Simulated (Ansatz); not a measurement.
# GaN (P6_3mc): the host for defect calculations

Before any defect goes in: GaN (P6_3mc) at rest, and how it screens a charge.

Main program and level: Ansatz 0.2.0; plane-wave PAW DFT, PBEsol; relaxation of the host's cell and atoms; PAW set soft_1, in the first sound run; inputs show where later runs differ.

## Step 1: Set-up

Symmetry: P6_3mc, No. 186, hexagonal system. The conventional cell has a = 3.189 Å, b = 3.189 Å, c = 5.192 Å, α = 90.00°, β = 90.00°, γ = 120.00°. Nearest to Ga lie 4 N at 1.95 to 1.96 Å. Nearest to N lie 4 Ga at 1.95 to 1.96 Å. Farther neighbours and most contacts between anions are not listed.

## Step 2: Host cell relaxation

Cell and atoms are relaxed together, until forces and stress fall under their thresholds.

cell/input.yaml reads:

```yaml
crystal:
  lattice:
    - [3.1889304, 0.0, 0.0]
    - [-1.5944652, 2.7616947, 0.0]
    - [0.0, 0.0, 5.1923572]
  atoms:
    - { symbol: Ga, position: [0.66666667, 0.33333333, 0.49908371] }
    - { symbol: Ga, position: [0.33333333, 0.66666667, 0.99908371] }
    - { symbol: "N", position: [0.66666667, 0.33333333, 0.87591629] }
    - { symbol: "N", position: [0.33333333, 0.66666667, 0.37591629] }
basis:
  ecutwfc: 420
  xc_grid: 2
hamiltonian:
  xc: pbesol
  pseudopotentials: { kind: paw, azcp: { folder: soft_1 }, xc_functional: pbe }
kpoints:
  mp_grid: { grid: [10, 10, 6] }
scf:
  occupations: { method: fixed }
  max_iter: 100
relax:
  f_tol: 0.005
  max_steps: 60
  cell: {}
output:
  forces: true
  stress: true
checkpoint:
  write: "../cell.run"
  compress: false
  write_wavefunctions: false
  write_every: 100000
```

On the command line:

```console
ansatz run input.yaml --threads 32 --pin off --max-ram 84787MiB --backend cuda --events-out ev --progress --plain --runs-dir out --max-vram 78GiB
```

Numbers of over 12 decimals in the logs are rounded to 6 here.

What it wrote:

```text
[... repeated set-up lines and file paths are left out, and long positions are rounded to six places ...]
Engine: ansatz 0.2.0, aarch64-unknown-linux-gnu
Pseudopotentials: kind: paw
Pseudopotential: Ga, paw, valence charge 13, recommended cutoff 420 eV (normal), soft_1/Ga.paw.azcp
Pseudopotential: N, paw, valence charge 5, recommended cutoff 420 eV (normal), soft_1/N.paw.azcp
Functional definition: PBEsol
  exchange = pbesol_x
  correlation = pbesol_c
[...]
Crystal: 4 atoms, lattice volume = 45.728 Å³
Basis set: ecut = 420 eV, 917 PW (Γ), exchange–correlation on 48×48×72 points (8 copies of the dense FFT grid, shifted against one another)
Bands: 22, of which v1, the nominal top of the filled ones, is band 18 counted from 1 (17 counted from 0)
Symmetry: 12 space group operations
Space group: P63mc (ITA 186), of the structure as read, at distance tolerance 3.6e-5 Å
k-points: 56 of 600 (time reversal used)
Non-local potential: Ga, projectors of the file, l = 0: 2, l = 1: 2, l = 2: 3, l = 3: 1
Non-local potential: N, projectors of the file, l = 0: 2, l = 1: 2, l = 2: 1
PAW form: soft (Blöchl's): semilocal exchange-correlation on the pseudo side does not see the compensation charge
PAW frozen core: Ga, regenerated for the run's functional, and the local potential with it (the file was generated under x = pbe(κ = 0.804, μ = 0.219515), c = pbe(β = 0.066725))
PAW frozen core: N, regenerated for the run's functional, and the local potential with it (the file was generated under x = pbe(κ = 0.804, μ = 0.219515), c = pbe(β = 0.066725))
PAW one-centre angular grid: Ga, 590 points (default); XC on 64 Gauss nodes
PAW one-centre angular grid: N, 110 points (default); XC on 64 Gauss nodes
Initial density: superposition of atomic densities (chi_scale 0.1, normalization cell, long waves kept (reshape's long-wave potential 0.00 eV rms))
Initial wavefunctions: pseudopotential atomic-orbital guess
[...]
Functional: x = pbesol(κ = 0.804, μ = 0.123457), c = pbesol(β = 0.046)
SCF iter   1: F=—  HF=-8246.847069 eV  |Δ(HF+E_count)|=         —  Δρ=1.04e-1  dr2=4.16e0  Hψ=4413
preconditioner: auto → Resta (q_TF=auto, 2.622 Å⁻¹)  ε∞=4.9  [insulator: Δε(μ)=2.625 eV  Ē_g=16.790 eV  n_scr=22 (ndim 8)  ℏωp=32.9 eV  f_vac=0.000  ε∞_Penn≈4.9]
SCF iter   2: F=—  HF=-8245.822705 eV  |Δ(HF+E_count)|=    1.02e0  Δρ=4.55e-2  dr2=5.00e-1  Hψ=2309
[...]
SCF iter   9: F=-8245.699792 eV  HF=-8245.699792 eV  |Δ(HF+E_count)|=   2.07e-7  Δρ=2.36e-6  dr2=2.16e-9  Hψ=4478
SCF 1 converged in 9 iterations: F = -8245.699792 eV  dr2 = 2.16e-9
  greatest PAW one-centre occupation: 0.995 electrons in one spin orbital (limit 2), on the Ga atom at site 0 (counted from 0), in its partial waves of l = 2
relax step   1: F+E_penalty+E_count = -8245.69979174 eV  Δ(F+E_penalty+E_count) = +0.000e0 eV  max|allowed force component| = 5.778e-3 eV/Å  Δτ_max = 0.0000 Å  P = -0.963 GPa  Ω = 45.728 Å³  (9 SCF iters, dr2 threshold 1.00e-7 eV, accepted)
[... the SCF cycles and remarks between the steps are left out from here to the last step ...]
relax step   2: F+E_penalty+E_count = -8245.70065717 eV  Δ(F+E_penalty+E_count) = -8.654e-4 eV  max|allowed force component| = 3.660e-3 eV/Å  Δτ_max = 0.0004 Å  P = -0.388 GPa  Ω = 45.588 Å³  energy of the carried Pulay correction = +2.621e-4 eV  (4 SCF iters, dr2 threshold 4.00e-7 eV, accepted)
relax step   3: F+E_penalty+E_count = -8245.70094858 eV  Δ(F+E_penalty+E_count) = -2.914e-4 eV  max|allowed force component| = 9.875e-4 eV/Å  Δτ_max = 0.0001 Å  P = +0.006 GPa  Ω = 45.494 Å³  energy of the carried Pulay correction = +4.398e-4 eV  (4 SCF iters, dr2 threshold 4.00e-7 eV, accepted)
[...]
iter 1 solved again at ethr=2.07e-8 eV; its pass at ethr=3.10e-3 eV (dr2=7.44e-6 eV) is discarded
SCF iter   1: F=—  HF=-8245.700386 eV  |Δ(HF+E_count)|=         —  Δρ=2.27e-5  dr2=5.21e-8  Hψ=8125
[...]
SCF iter   2: F=—  HF=-8245.700525 eV  |Δ(HF+E_count)|=   1.39e-4  Δρ=1.60e-5  dr2=4.06e-8  Hψ=2238
SCF iter   3: F=—  HF=-8245.700525 eV  |Δ(HF+E_count)|=   2.12e-8  Δρ=4.86e-6  dr2=4.15e-9  Hψ=2315
SCF iter   4: F=—  HF=-8245.700525 eV  |Δ(HF+E_count)|=  9.91e-10  Δρ=9.12e-7  dr2=3.03e-10  Hψ=2233
SCF iter   5: F=—  HF=-8245.700525 eV  |Δ(HF+E_count)|=  5.11e-10  Δρ=5.13e-7  dr2=1.30e-10  Hψ=2124
SCF iter   6: F=-8245.700525 eV  HF=-8245.700525 eV  |Δ(HF+E_count)|=  3.64e-12  Δρ=1.34e-7  dr2=7.15e-12  Hψ=6189
SCF 4 converged in 6 iterations: F = -8245.700525 eV  dr2 = 7.15e-12
relax step   4: F+E_penalty+E_count = -8245.70052484 eV  Δ(F+E_penalty+E_count) = +4.237e-4 eV  max|allowed force component| = 1.013e-3 eV/Å  Δτ_max = 0.0000 Å  P = -0.007 GPa  Ω = 45.494 Å³  stress off target by 1.21e-2 GPa  SCF on the basis re-selected at this cell (its energy is not comparable with the rows above)  (6 SCF iters)
basis re-selected at this cell: Δ(F+E_penalty+E_count) = +4.237e-4 eV, ΔP = -0.013 GPa vs the last step (what re-selecting the basis moved, of the pressure what is left beyond the Pulay correction that the steps carried, after the strain that the cell walked [...]
SCF converged after 6 iterations
Free energy (F): -8245.700525 eV
Harris-Foulkes:  -8245.700525 eV  (|F-HF|=7.28e-12)
Internal energy: -8245.700525 eV  (E = F + TS)
E sigma→0 (E₀):  -8245.700525 eV
Fermi energy:    9.608287 eV
--- Per-component energies (eV) ---
  E_band       = -13.556934
  E_kinetic    = 481.083799
  E_local      = -2826.284781  (includes V_loc(G=0)·N_el)
  E_nonlocal   = -107.498525
  E_hartree    = 1786.249424
  E_xc         = -242.666614
  E_vxc        = -261.374435  (∫ρ·V_xc dr)
  E_paw        = -4160.405238  (= ΣΔE_a)
  E_vpaw       = -871.983203  (= ΣTr[D̂ρ^β])
  E_aug_tail   = 0.001420  (compensation charges beyond the density's cutoff)
  E_ewald      = -3177.962166
  E_core_change = 1.782156  (= ΣΔE_core)
  E_smearing   = -0.000000  (= −TS)
  E_closure    = 0.000000  (closes the sum)
  Σ components = -8245.700525   (vs F -8245.700525, Δ=0.00e0)
--- Forces (eV/Å), atoms counted from 1 ---
  atom   1  Ga     0.00000000    -0.00000000     0.00101242
  atom   2  Ga     0.00000000     0.00000000     0.00101242
  atom   3  N      0.00000000     0.00000000    -0.00101341
  atom   4  N      0.00000000    -0.00000000    -0.00101341
  max |Σ_I F_I| component: 1.98e-6 eV/Å
--- Stress (GPa, compression-positive) ---
       -0.012058       0.000000      -0.000000
        0.000000      -0.012058      -0.000000
       -0.000000      -0.000000       0.003658
  P = ⅓ Tr σ = -0.0068 GPa (-0.068 kbar)
--- Band table (eV; the first three rows and the last of 56) ---
  k-point 0: bands = ["-6.4006", "-5.4656", "-3.8717", "-3.8562", "-3.8562", "-3.7947", "-3.7947", "-3.6005", "-3.6005", "-3.5006", [... rest cut ...]
  k-point 1: bands = ["-6.3181", "-5.4972", "-3.8548", "-3.8548", "-3.8495", "-3.8013", "-3.8013", "-3.5912", "-3.5912", "-3.5050", [... rest cut ...]
--- Relaxed structure (3 steps of the walk, 3 accepted, 1 SCFs on fresh bases) ---
  F+E_penalty+E_count = -8245.70052484 eV   max|allowed force component| = 1.013e-3 eV/Å   (the final SCF, on the basis selected at the relaxed cell)
  cell:  # Å, volume = 45.4940 Å³
    - [3.182862, 0, 0]
    - [-1.591431, 2.756439, -1.6510456767796452e-19]
    - [0, -3.1041877472777448e-19, 5.185462]
  atoms:
    - { symbol: Ga, position: [0.666667, 0.333333, 0.499179] }
    - { symbol: Ga, position: [0.333333, 0.666667, 0.999179] }
    - { symbol: N, position: [0.666667, 0.333333, 0.875821] }
    - { symbol: N, position: [0.333333, 0.666667, 0.375821] }
```

It took 2 s on 1 × NVIDIA GB200 with 32 threads of Arm Neoverse V2, shared host; peak memory 1.1 GiB; 7.9 s of CPU time.

The steps of the relaxation:

```csv
step,energy less that of the first step (eV),largest force component (eV/Å),pressure (GPa),volume (Å³)
1,0.0000,0.0058,-0.96,45.73
2,-0.0009,0.0037,-0.39,45.59
3,-0.0012,0.0010,0.01,45.49
4*,-0.0007,0.0010,-0.01,45.49
```

Relaxation steps marked * repeat the geometry before them on a plane-wave basis chosen anew for their cell, so energy and pressure can jump there.

Forces are held to the 12 operations that the run works with; a distortion that breaks them can't arise in this run.

```csv
"conventional cell, symmetrised",before,after,change
a (Å),3.189,3.183,-0.2 %
b (Å),3.189,3.183,-0.2 %
c (Å),5.192,5.185,-0.1 %
volume (Å³/atom),11.43,11.37,-0.5 %
```

Final coordinates:

```
Ga N
1.0
     3.18286    0.00000    0.00000
    -1.59143    2.75644    0.00000
     0.00000    0.00000    5.18546
Ga N
2 2
Cartesian
  1.5914 0.9188 2.5885
  0.0000 1.8376 5.1812
  1.5914 0.9188 4.5415
  0.0000 1.8376 1.9488
```

Numbers from this step:

```
pressure : -0.006819 GPa
```

## Step 3: Dielectric tensors of the host

The response to a uniform electric field gives the electronic dielectric tensor.

This step: plane-wave PAW DFPT, PBEsol; dielectric tensors, Born charges and zone-centre modes of the host; PAW set soft_1 (Ansatz 0.2.0).

eps/input.yaml reads:

```yaml
crystal:
  lattice:
    - [3.1828619056, 0.0, 0.0]
    - [-1.5914309528, 2.756439267, 0.0]
    - [0.0, 0.0, 5.1854621329]
  atoms:
    - { symbol: Ga, position: [0.6666666667, 0.3333333333, 0.4991792422] }
    - { symbol: Ga, position: [0.3333333333, 0.6666666667, 0.9991792422] }
    - { symbol: "N", position: [0.6666666667, 0.3333333333, 0.8758207578] }
    - { symbol: "N", position: [0.3333333333, 0.6666666667, 0.3758207578] }
basis:
  ecutwfc: 420
hamiltonian:
  xc: pbesol
  pseudopotentials: { kind: paw, azcp: { folder: soft_1 }, xc_functional: pbe }
kpoints:
  mp_grid: { grid: [9, 9, 5] }
scf:
  occupations: { method: fixed }
  max_iter: 100
phonons:
  method: dfpt
  dielectric: true
  rigid_motions: translations
```

What it wrote:

```text
[...]
Crystal: 4 atoms, lattice volume = 45.494 Å³
Basis set: ecut = 420 eV, 893 PW (Γ), exchange–correlation on 48×48×72 points (8 copies of the dense FFT grid, shifted against one another)
Bands: 22, of which v1, the nominal top of the filled ones, is band 18 counted from 1 (17 counted from 0)
Symmetry: 12 space group operations
k-points: 115 of 405 (irreducible under 2 space group operations, time reversal used)
[...]
SCF iter   1: F=—  HF=-8246.859894 eV  |Δ(HF+E_count)|=         —  Δρ=1.04e-1  dr2=4.20e0  Hψ=9075
[...]
SCF iter   2: F=—  HF=-8245.823220 eV  |Δ(HF+E_count)|=    1.04e0  Δρ=4.56e-2  dr2=5.02e-1  Hψ=4928
[...]
SCF iter  10: F=-8245.700344 eV  HF=-8245.700344 eV  |Δ(HF+E_count)|=  7.40e-10  Δρ=3.49e-7  dr2=4.04e-11  Hψ=15788
SCF 1 converged in 10 iterations: F = -8245.700344 eV  dr2 = 4.04e-11
[...]
the response reads at least the filled bands of the reference SCF and the lowest empty band at each k-point, and that SCF's band table does not vouch for those bands. The notice of the band table in this run's record says why
[...]
NSCF: frozen V_eff on 1 k-points
[...]
NSCF: frozen V_eff on 36 k-points, pencils in batches of 32, up to order 88
[...]
DFPT response loops at q = (0, 0, 0) (fractional): preconditioner auto → Resta (q_TF=auto, 2.624 Å⁻¹)  ε∞=5.7 (no band partly filled); β = 1.00, the filter's whole step (`scf.mixing.beta` (0.50) is not read by the response loops at its default; [...]
[...]
DFPT response loops at Γ: preconditioner auto → Resta (q_TF=auto, 2.624 Å⁻¹)  ε∞=5.7 (no band partly filled); β = 1.00, the filter's whole step (`scf.mixing.beta` (0.50) is not read by the response loops at its default; [...]
── the response to a field inside a basis, on 12×12×8 k-points: an SCF that follows is theirs, and a resumed run solves both again ──
[...]
Bands: 19, of which v1, the nominal top of the filled ones, is band 18 counted from 1 (17 counted from 0)
k-points: 168 of 1152 (irreducible under 4 space group operations, time reversal used)
[...]
Eigensolver: Dense (168 Hₖ)
SCF iter   1: F=—  HF=-8245.697712 eV  |Δ(HF+E_count)|=         —  Δρ=3.48e-4  dr2=1.64e-5
[...]
SCF iter   4: F=-8245.697711 eV  HF=-8245.697711 eV  |Δ(HF+E_count)|=   1.84e-6  Δρ=1.07e-5  dr2=2.57e-8
SCF 1 converged in 4 iterations: F = -8245.697711 eV  dr2 = 2.57e-8
[...]
WARN: field response: ε∞ stands inside a basis, on 12×12×8 points; [...]
SCF converged after 10 iterations
Free energy (F): -8245.700344 eV
[...]
Internal energy: -8245.700344 eV  (E = F + TS)
E sigma→0 (E₀):  -8245.700344 eV
Fermi energy:    9.608406 eV
[...]
--- Band table (eV; the first three rows and the last of 115) ---
[...]
--- Phonons (Γ-DFPT): 4 representative perturbations + reference (Σ response iterations 22) ---
  k mesh reduced under 2 symmetry operations, with k and −k counted as one. Each operation leaves every solved perturbation unchanged. A smaller set is not considered because the run solves the response to a homogeneous field
  ASR residual: 1.998e-4 → 0.000e0 eV/Å²; symmetrization residual: 9.965e-10 eV/Å²
  ASR residual per site (eV/Å²): 1.70e-4 1.70e-4 2.00e-4 2.00e-4
  Γ frequencies (cm⁻¹): 0.00 0.00 0.00 136.42 136.42 327.00 521.32 543.91 543.91 552.53 552.53 677.26
  ε∞ (high-frequency dielectric tensor):
        5.833899    -0.000000     0.000000
        0.000000     5.833899    -0.000000
        0.000000    -0.000000     6.017787
  ε⁰ (static dielectric tensor: ions relaxed, cell fixed):
       10.102242    -0.000000    -0.000000
        0.000000    10.102242     0.000000
       -0.000000     0.000000    11.180844
  ε⁰ − ε∞ (ionic part):
        4.268343     0.000000    -0.000000
        0.000000     4.268343     0.000000
       -0.000000     0.000000     5.163058
  softest optical mode at Γ: 136.42 cm⁻¹; the repairs (sum rule, projections) moved no ω² at Γ by more than (1.97 cm⁻¹)²
  Born effective charges Z* (e; rows j = field, columns β = displacement):
    site 0:
         2.60934   -0.00000   -0.00000
         0.00000    2.60934   -0.00000
         0.00000   -0.00000    2.75061
    site 1:
         2.60934   -0.00000   -0.00000
         0.00000    2.60934   -0.00000
         0.00000    0.00000    2.75061
    site 2:
        -2.60934    0.00000    0.00000
         0.00000   -2.60934    0.00000
        -0.00000   -0.00000   -2.75061
    site 3:
        -2.60934   -0.00000    0.00000
        -0.00000   -2.60934    0.00000
        -0.00000    0.00000   -2.75061
  Z* charge neutrality: 2.335e-3 e pre-enforcement
  solved inside a basis spanned on kpoints, on 12×12×8 k-points, its susceptibility summed on 18×18×10: ε∞ is read to err by 1.7e-2, Z* by 1.5e-2 e (field_mesh: kpoints solves on kpoints); Z* is corrected for what the basis lacks
  optical modes at Γ without the LO–TO term, one row a degenerate level:
      ω (cm⁻¹)  modes    IR ((D/Å)²/amu)
        136.42      2             0.0000
        327.00      1             0.0000
        521.32      1            29.9302
        543.91      2            53.8698
        552.53      2             0.0000
        677.26      1             0.0000
  optical modes at Γ + LO–TO along q̂ = [1.0000, 0.0000, 0.0000]:
      ω (cm⁻¹)  modes    IR ((D/Å)²/amu)
        136.42      2             0.0000
        327.00      1             0.0000
        521.32      1            29.9302
        543.91      1            26.9349
        552.53      2             0.0000
        677.26      1             0.0000
        715.75      1            26.9349
  optical modes at Γ + LO–TO along q̂ = [0.0000, 1.0000, 0.0000]:
      ω (cm⁻¹)  modes    IR ((D/Å)²/amu)
        136.42      2             0.0000
        327.00      1             0.0000
        521.32      1            29.9302
        543.91      1            26.9349
        552.53      2             0.0000
        677.26      1             0.0000
        715.75      1            26.9349
  optical modes at Γ + LO–TO along q̂ = [0.0000, 0.0000, 1.0000]:
      ω (cm⁻¹)  modes    IR ((D/Å)²/amu)
        136.42      2             0.0000
        327.00      1             0.0000
        543.91      2            53.8698
        552.53      2             0.0000
        677.26      1             0.0000
        710.60      1            29.9302
```

The job ended after 9.3 s (1 × NVIDIA GB200 with 32 threads; peak memory 2.1 GiB; 96 s of CPU time).

In the SCF lines HF is the Harris–Foulkes energy and dr2 the Hartree energy of the density residual, in eV; the loop may stop once dr2 is under the threshold and the program's other checks hold. Hψ counts applications of the Hamiltonian.

Electronic dielectric tensor:

```
5.83 0.00 0.00
0.00 5.83 0.00
0.00 0.00 6.02
```

Static dielectric tensor:

```
10.10  0.00  0.00
 0.00 10.10  0.00
 0.00  0.00 11.18
```

The principal values of the electronic dielectric tensor are 5.83, 5.83 and 6.02. The principal values of the static dielectric tensor are 10.10, 10.10 and 11.18.

(Part 1 of 3 ends here.)

[Logs are printed without paths, hosts, clocks, repeated set-up lines and the standing remarks that a program may print on its own settings, such as how far it seeks lower states.]

[Hosts, paths, dates, database ids (printed as entryN), source tags and the programs' standing remarks are cut or masked in the printed files.]

[Runs of the host that timed out are not shown.]

[For some hosts the program warned that the k-mesh of the response run may be too coarse for force constants and the static dielectric constant; such warnings are not always shown.]
